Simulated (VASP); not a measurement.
# TiN (Fm-3m) in VASP: relaxation of cell and atoms with PBE

Aim: the relaxation of cell and atoms of TiN with PBE.

Everything below comes from runs of VASP 6.6.1. Logs are shortened: lines on timing, memory, paths and dates and some standing lists are left out, and cuts for length are marked.

## 1. The structure

Symmetry: Fm-3m, No. 225, cubic system. The conventional cell has a = 4.250 Å, b = 4.250 Å, c = 4.250 Å, α = 90.00°, β = 90.00°, γ = 90.00°. Ti (site symmetry m-3m) is surrounded by 6 N at 2.12 Å. N (site symmetry m-3m) is surrounded by 6 Ti at 2.12 Å.

The cell was built by a generator and needn't be a form met in nature.

## 2. Relaxation of cell and atoms, PBE

INCAR reads:

```
SYSTEM = TiN
PREC = Accurate ; ENCUT = 600
EDIFF = 1E-7 ; ISMEAR = 1
SIGMA = 0.1 ; LREAL = .False.
LASPH = .True. ; NELM = 100
ALGO = Normal ; ISIF = 3
LWAVE = .False. ; LCHARG = .False.
GGA = PE ; IBRION = 2
NSW = 40 ; EDIFFG = -0.01
```

KPOINTS reads:

```
regular mesh
0
Gamma
  12 12 12
  0 0 0
```

POSCAR reads:

```
TiN
1.0
    0.0000000000      2.1250000000      2.1250000000
    2.1250000000      0.0000000000      2.1250000000
    2.1250000000      2.1250000000      0.0000000000
Ti N
1 1
Direct
    0.0000000000      0.0000000000      0.0000000000
    0.5000000000      0.5000000000      0.5000000000
```

Potentials or basis: VASP PAW PBE potentials, release 64 (Ti_sv, N).

Run with:

```
$ cat potpaw_PBE.64/Ti_sv/POTCAR potpaw_PBE.64/N/POTCAR > POTCAR
$ mpirun -np 1 vasp_std > vasp.out
```

OUTCAR:

```text
SYSTEM = TiN
   PREC = Accurate
   ENCUT = 600
   EDIFF = 1E-7
   ISMEAR = 1
   LREAL = .False.
   LASPH = .True.
   NELM = 100
   ISIF = 3
   GGA = PE
   IBRION = 2
   NSW = 40
   EDIFFG = -0.01

 ion  position               nearest neighbor table
   1  0.000  0.000  0.000-   2 2.12   2 2.12   2 2.12   2 2.12   2 2.12   2 2.12
   2  0.500  0.500  0.500-   1 2.12   1 2.12   1 2.12   1 2.12   1 2.12   1 2.12

  LATTYP: Found a face centered cubic cell.
 ALAT       =     4.2500000000

  Lattice vectors:

 A1 = (   0.0000000000,   2.1250000000,   2.1250000000)
 A2 = (   2.1250000000,   0.0000000000,   2.1250000000)
 A3 = (   2.1250000000,   2.1250000000,   0.0000000000)

Analysis of symmetry for initial positions (statically):
=====================================================================
 Subroutine PRICEL returns:
 Original cell was already a primitive cell.

 Routine SETGRP: Setting up the symmetry group for a
 face centered cubic supercell.

 Subroutine GETGRP returns: Found 48 space group operations
 (whereof 48 operations were pure point group operations)
 out of a pool of 48 trial point group operations.

The static configuration has the point symmetry O_h .

Analysis of symmetry for dynamics (positions and initial velocities):
=====================================================================
 Subroutine PRICEL returns:
 Original cell was already a primitive cell.

 Routine SETGRP: Setting up the symmetry group for a
 face centered cubic supercell.

 Subroutine GETGRP returns: Found 48 space group operations
 (whereof 48 operations were pure point group operations)
 out of a pool of 48 trial point group operations.

The dynamic configuration has the point symmetry O_h .

 Subroutine INISYM returns: Found 48 space group operations
 (whereof 48 operations are pure point group operations),
 and found     1 'primitive' translations

----------------------------------------------------------------------------------------

                                     Primitive cell

  volume of cell :      19.1914

  direct lattice vectors                    reciprocal lattice vectors
     0.000000000  2.125000000  2.125000000    -0.235294118  0.235294118  0.235294118
     2.125000000  0.000000000  2.125000000     0.235294118 -0.235294118  0.235294118
     2.125000000  2.125000000  0.000000000     0.235294118  0.235294118 -0.235294118

  length of vectors
     3.005203820  3.005203820  3.005203820     0.407541366  0.407541366  0.407541366

  position of ions in fractional coordinates (direct lattice)
     0.000000000  0.000000000  0.000000000
     0.500000000  0.500000000  0.500000000

  ion indices of the primitive-cell ions
   primitive index   ion index
                 1           1
                 2           2

----------------------------------------------------------------------------------------

 KPOINTS: regular mesh

Automatic generation of k-mesh.
 Grid dimensions read from file:
 generate k-points for:   12   12   12

 Generating k-lattice:

  Cartesian coordinates                     Fractional coordinates (reciprocal lattice)
    -0.019607843  0.019607843  0.019607843     0.083333333  0.000000000  0.000000000
     0.019607843 -0.019607843  0.019607843     0.000000000  0.083333333  0.000000000
     0.019607843  0.019607843 -0.019607843     0.000000000  0.000000000  0.083333333

  Length of vectors
     0.033961781  0.033961781  0.033961781

  Shift w.r.t. Gamma in fractional coordinates (k-lattice)
     0.000000000  0.000000000  0.000000000

 Subroutine IBZKPT returns following result:
 ===========================================

 Found     72 irreducible k-points:

 Following reciprocal coordinates:
            Coordinates               Weight
  0.000000  0.000000  0.000000      1.000000
  0.083333  0.000000  0.000000      8.000000
  0.166667  0.000000  0.000000      8.000000
  0.250000  0.000000  0.000000      8.000000
  0.333333  0.000000  0.000000      8.000000
  0.416667  0.000000  0.000000      8.000000
[... 16 lines left out ...]
  0.500000  0.166667  0.000000     24.000000
 -0.416667  0.166667  0.000000     24.000000
 [... further k-points ...]
   k-points           NKPTS =     72   k-points in BZ     NKDIM =     72   number of bands    NBANDS=     12
   number of dos      NEDOS =    301   number of ions     NIONS =      2
   total plane-waves  NPLWV =  13824
   dimension x,y,z NGX =    24 NGY =   24 NGZ =   24
   dimension x,y,z NGXF=    48 NGYF=   48 NGZF=   48
   ions per type =               1   1
   NGX,Y,Z   is equivalent  to a cutoff of  13.28, 13.28, 13.28 a.u.
   NGXF,Y,Z  is equivalent  to a cutoff of  26.55, 26.55, 26.55 a.u.
 SYSTEM =  TiN
   PREC   = accura    normal or accurate (medium, high low for compatibility)
   ISTART =      0    job   : 0-new  1-cont  2-samecut
   ICHARG =      2    charge: 1-file 2-atom 10-const
   ISPIN  =      1    spin polarized calculation?
   LNONCOLLINEAR =      F non collinear calculations
   LSORBIT =      F    spin-orbit coupling
   LASPH  =      T    aspherical Exc in radial PAW
   ENCUT  =  600.0 eV  44.10 Ry    6.64 a.u.   6.00  6.00  6.00*2*pi/ulx,y,z
   NELM   =    100;   NELMIN=  2; NELMDL= -5     # of ELM steps
   EDIFF  = 0.1E-06   stopping-criterion for ELM
   LREAL  =      F    real-space projection
   EDIFFG = -.1E-01   stopping-criterion for IOM
   NSW    =     40    number of steps for IOM
   IBRION =      2    ionic relax: 0-MD 1-quasi-New 2-CG
   NFREE  =      1    steps in history (QN), initial steepest desc. (CG)
   ISIF   =      3    stress and relaxation
   ISYM   =      2    0-nonsym 1-usesym 2-fastsym
   POTIM  = 0.5000    time-step for ionic-motion
   TEBEG  =    0.0;   TEEND  =   0.0 temperature during run
   PSTRESS=    0.0 pullay stress
   NELECT =      17.0000    total number of electrons
   NUPDOWN=      -1.0000    fix difference up-down
   EMIN   =  10.00;   EMAX   =-10.00  energy-range for DOS
   EFERMI =   0.00;   METHOD = LEGACY
   ISMEAR =     1;   SIGMA  =   0.10  broadening in eV -4-tet -1-fermi 0-gaus
   EFERMI_NEDOS =   21; number of points for ismear=-14 and -15
   IALGO  =     38    algorithm
   IMIX   =      4    mixing-type and parameters
     AMIX     =   0.40;   BMIX     =  1.00
     AMIX_MAG =   1.60;   BMIX_MAG =  1.00
  volume/ion in A,a.u.               =       9.60        64.76
  Fermi-wavevector in a.u.,A,eV,Ry     =   1.572252  2.971126 33.633288  2.471977
  Thomas-Fermi vector in A             =   2.673714
   LORBIT       =      0    0 simple, 1 ext, 2 COOP (PROOUT), +10 PAW based schemes
   GGA     = PE    functional components
   LHFCALC =     F    Hartree Fock is set to
   AEXX    =    0.0000 exact exchange contribution
   IVDW    =     0    specifies the selected vdW correction
   LEPSILON=     F    determine dielectric tensor
   LRPA    =     F    only Hartree local field effects (RPA)
 conjugate gradient relaxation of ions
 non-spin polarized calculation
 Methfessel and Paxton  Order N= 1 SIGMA  =   0.10
  energy-cutoff  :      600.00
  volume of cell :       19.19
 maximum number of plane-waves:       651
   NGX = 13   NGY = 13   NGZ = 13

--------------------------------------- Ionic step        1  -------------------------------------------

 number of electron      17.0000002 magnetization

 Free energy of the ion-electron system (eV)
  ---------------------------------------------------
  ext. energy  EPLUGINS =         0.00000000
  ---------------------------------------------------
  free energy    TOTEN  =       -19.63946153 eV

  energy without entropy =      -19.63886647  energy(sigma->0) =      -19.63926318

------------------------ aborting loop because EDIFF is reached ----------------------------------------

  FORCE on cell =-STRESS in cart. coord.  units (eV):
  Direction    XX          YY          ZZ          XY          YZ          ZX
  --------------------------------------------------------------------------------------
  -------------------------------------------------------------------------------------
  Total       -0.0342641     -0.0342641     -0.0342641      0.0000000      0.0000000      0.0000000
  in kB       -2.8605061     -2.8605061     -2.8605061      0.0000000      0.0000000      0.0000000
  external PRESSURE =      -2.8605061 kB  Pullay stress =       0.0000000 kB

 VOLUME and BASIS-vectors are now :
 -----------------------------------------------------------------------------
  energy-cutoff  :      600.00
  volume of cell :       19.19
      direct lattice vectors                 reciprocal lattice vectors
     0.000000000  2.125000000  2.125000000    -0.235294118  0.235294118  0.235294118
     2.125000000  0.000000000  2.125000000     0.235294118 -0.235294118  0.235294118
     2.125000000  2.125000000  0.000000000     0.235294118  0.235294118 -0.235294118
[... 37 lines left out ...]
 POSITION                                       TOTAL-FORCE (eV/Angst)
 -----------------------------------------------------------------------------------
      0.00000      0.00000      0.00000         0.000000     -0.000000     -0.000000
      2.12324      2.12324      2.12324        -0.000000      0.000000      0.000000
 -----------------------------------------------------------------------------------
    total drift:                                0.000000     -0.000000     -0.000000

  FREE ENERGIE OF THE ION-ELECTRON SYSTEM (eV)
  ---------------------------------------------------
  free  energy   TOTEN  =       -19.6394469053 eV

  energy  without entropy=      -19.6388496520  energy(sigma->0) =      -19.63924782

--------------------------------------- Ionic step        3  -------------------------------------------

 number of electron      17.0000002 magnetization

 Free energy of the ion-electron system (eV)
  ---------------------------------------------------
  ext. energy  EPLUGINS =         0.00000000
  ---------------------------------------------------
  free energy    TOTEN  =       -19.63948020 eV

  energy without entropy =      -19.63888387  energy(sigma->0) =      -19.63928142

 E-fermi :  11.3325     XC(G=0): -12.9941

 val. band max:       11.3235034775   @ k =   0.5000   0.2500   0.0833
 cond. band min:      11.3333069617   @ k =   0.1667   0.0000   0.0000
 fundamental gap:      0.0098034843
 Fermi energy:        11.3324717291

 k-point     1 :       0.0000    0.0000    0.0000
  band No.  band energies     occupation
      1     -46.5018      2.00000
      2     -22.4848      2.00000
      3     -22.4848      2.00000
      4     -22.4848      2.00000
      5      -5.6875      2.00000
      6       9.3481      2.00000
      7       9.3481      2.00000
      8       9.3481      2.00000
      9      10.7689      2.00000
     10      10.7689      2.00000
     11      10.7689      2.00000
     12      11.9509     -0.00000

 k-point     2 :       0.0833    0.0000    0.0000
  band No.  band energies     occupation
      1     -46.4955      2.00000
      2     -22.5291      2.00000
      3     -22.4885      2.00000
      4     -22.4885      2.00000
      5      -5.5540      2.00000
      6       8.6236      2.00000
      7       8.8131      2.00000
      8       8.8131      2.00000
      9      10.9541      2.00000
     10      10.9541      2.00000
     11      11.1182      2.00981
     12      12.5244     -0.00000
[... 316 lines left out ...]
 k-point    24 :      -0.4167    0.1667    0.0000
  band No.  band energies     occupation
      1     -46.3981      2.00000
      2     -23.0474      2.00000
      3     -22.6493      2.00000
      4     -22.5618      2.00000
      5      -3.4468      2.00000
      6       3.9236      2.00000
      7       5.9719      2.00000
      8       6.1323      2.00000
      9      12.6264     -0.00000
     10      12.9453     -0.00000
     11      13.4595      0.00000
     12      15.8030      0.00000

 [... further k-points ...]

------------------------ aborting loop because EDIFF is reached ----------------------------------------

  FORCE on cell =-STRESS in cart. coord.  units (eV):
  Direction    XX          YY          ZZ          XY          YZ          ZX
  --------------------------------------------------------------------------------------
  -------------------------------------------------------------------------------------
  Total        0.0030550      0.0030550      0.0030550     -0.0000000      0.0000000     -0.0000000
  in kB        0.2553195      0.2553195      0.2553195     -0.0000000      0.0000000     -0.0000000
  external PRESSURE =       0.2553195 kB  Pullay stress =       0.0000000 kB

 VOLUME and BASIS-vectors are now :
 -----------------------------------------------------------------------------
  energy-cutoff  :      600.00
  volume of cell :       19.17
      direct lattice vectors                 reciprocal lattice vectors
     0.000000000  2.124246534  2.124246534    -0.235377576  0.235377576  0.235377576
     2.124246534  0.000000000  2.124246534     0.235377576 -0.235377576  0.235377576
     2.124246534  2.124246534 -0.000000000     0.235377576  0.235377576 -0.235377576

 POSITION                                       TOTAL-FORCE (eV/Angst)
 -----------------------------------------------------------------------------------
      0.00000      0.00000      0.00000         0.000000     -0.000000     -0.000000
      2.12425      2.12425      2.12425        -0.000000      0.000000      0.000000
 -----------------------------------------------------------------------------------
    total drift:                                0.000000     -0.000000     -0.000000

  FREE ENERGIE OF THE ION-ELECTRON SYSTEM (eV)
  ---------------------------------------------------
  free  energy   TOTEN  =       -19.6394801971 eV

  energy  without entropy=      -19.6388838694  energy(sigma->0) =      -19.63928142

 reached required accuracy - stopping structural energy minimisation
```

It took 39 s on 1 thread of Intel Xeon Platinum 8259CL at 2.50GHz (Skylake/Cascade Lake), shared host; peak memory 0.15 GiB.

Results:

```
Free energy                            : -19.6395 eV
Relaxed volume                         : 9.59 Å³/atom
Relaxed cell                           : a = 3.004 Å, b = 3.004 Å, c = 3.004 Å, α = 60.00°, β = 60.00°, γ = 60.00°
Space group after relaxing (to 0.05 Å) : Fm-3m (No. 225)
Energy gained by relaxing              : 0.0 meV/atom
Ionic steps                            : 3
Pressure after relaxing                : 0.0 GPa
Band gap on the k mesh                 : none (metal or under the smearing width)
```

Final structure:
```
Ti N
1.0
     0.00000    2.12425    2.12425
     2.12425    0.00000    2.12425
     2.12425    2.12425    0.00000
Ti N
1 1
Direct
  0.00000 0.00000 0.00000
  0.50000 0.50000 0.50000
```

Levels at points of the mesh, in eV from the Fermi level:
| k point | band 7 | band 8 | band 9 | band 10 | band 11 | band 12 |
| --- | --- | --- | --- | --- | --- | --- |
| (0.00, 0.00, 0.00) | -1.98 | -1.98 | -0.56 | -0.56 | -0.56 | 0.62 |
| (0.50, 0.00, 0.00) | -5.40 | -5.40 | 1.71 | 1.71 | 2.38 | 5.74 |
| (0.50, 0.50, 0.00) | -3.17 | -3.17 | -2.99 | 1.67 | 2.41 | 2.41 |
